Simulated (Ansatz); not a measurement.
## A series in volume per atom on Cd

Periodic Kohn-Sham DFT of a crystal at fixed atoms; pressure and stress are positive in compression; the energy is the free energy less that of spherical unpolarised free atoms; site moments are those in the method's own spheres, positive along +z. The results are calculated, by Ansatz 0.2.0.

Cell of the first row (space group P6_3/mmc, No. 194):
```
cell vectors (Å)
   2.8986     0.0000     0.0000
  -1.4493     2.5103     0.0000
   0.0000     0.0000     5.7668
atoms (fractions of the cell vectors)
Cd  0.33333  0.66667  0.25000
Cd  0.66667  0.33333  0.75000
```

Settings of every row: method all-electron LAPW; functional PBEsol; relativity scalar; k mesh 14x14x6; filling fermi-dirac; smearing width 0.03 eV; basis error target 0.25 meV/atom; nucleus gaussian.

Atom start moment: 0 on all atoms.

| row | volume per atom (Å³) | pressure (GPa) | energy less free atoms (eV/atom) |
| --- | --- | --- | --- |
| 1 | 20.98 | 1.333 | -1.1844 |
| 2 | 21.638 | -0.605 | -1.1858 |
| 3 | 22.308 | ? | ? |
| 4 | 22.977 | -3.482 | -1.1678 |
| 5 | 23.646 | -4.463 | -1.1511 |

Question: what pressure and energy less free atoms should row 3 give?

Worked fit of pressure. Take u = (V_r/V)^(2/3) − 1 with V_r = 22.308 Å³ an atom, which is twice the finite (Eulerian) strain; such expansions in the strain, on which the Birch-Murnaghan equation of state is built, carry the rest volume and the bulk modulus. The shown rows have u = 0.04177, 0.02054, -0.01951, -0.03809. Least squares give pressure = −2.2089 + 71.419 × u + 320.69 × u² GPa; a straight line predicts inner rows, each left out in turn, worse (root mean square 0.29 against 0.0044 GPa). The rows lie off it by -0.001, 0.002, -0.002, 0.001. The pressure vanishes at u = 0.0275, or V = 21.42 Å³ an atom, and there the bulk modulus at fixed shape and fractions is B = −V dP/dV = (2/3)(1 + u) dP/du = 61 GPa. Letting shape and atoms relax would as a rule lower it, by much in layered, chain or molecular crystals. The withheld row has u = 0, so the fit gives −2.2089 + 71.419 × (0) + 320.69 × (0)² = -2.209 GPa.

The calculation gave -2.208 GPa. The fit lies 0.001 GPa (0.017 % of the column's range) below it, one unit of the last digit.

Worked fit of energy less free atoms. Take u = (V_r/V)^(2/3) − 1 with V_r = 22.308 Å³ an atom, which is twice the finite (Eulerian) strain; such expansions in the strain, on which the Birch-Murnaghan equation of state is built, carry the rest volume and the bulk modulus. The shown rows have u = 0.04177, 0.02054, -0.01951, -0.03809. Least squares give energy less free atoms = −1.17982 − 0.4489 × u + 8.074 × u² eV/atom; a straight line predicts inner rows, each left out in turn, worse (root mean square 0.0074 against 0.00045 eV/atom). The rows lie off it by 0.0001, -0.0002, 0.0002, -0.0001. Its lowest point lies at u = 0.0278, or V = 21.41 Å³ an atom, and the curvature there gives the bulk modulus at fixed shape and fractions, B = (4/9)(1 + u)² E″(u)/V = 56.7 GPa. Letting shape and atoms relax would as a rule lower it, by much in layered, chain or molecular crystals. The withheld row has u = 0, so the fit gives −1.17982 − 0.4489 × (0) + 8.074 × (0)² = -1.1798 eV/atom.

The calculation gave -1.1798 eV/atom. The fit meets it to the printed digit.
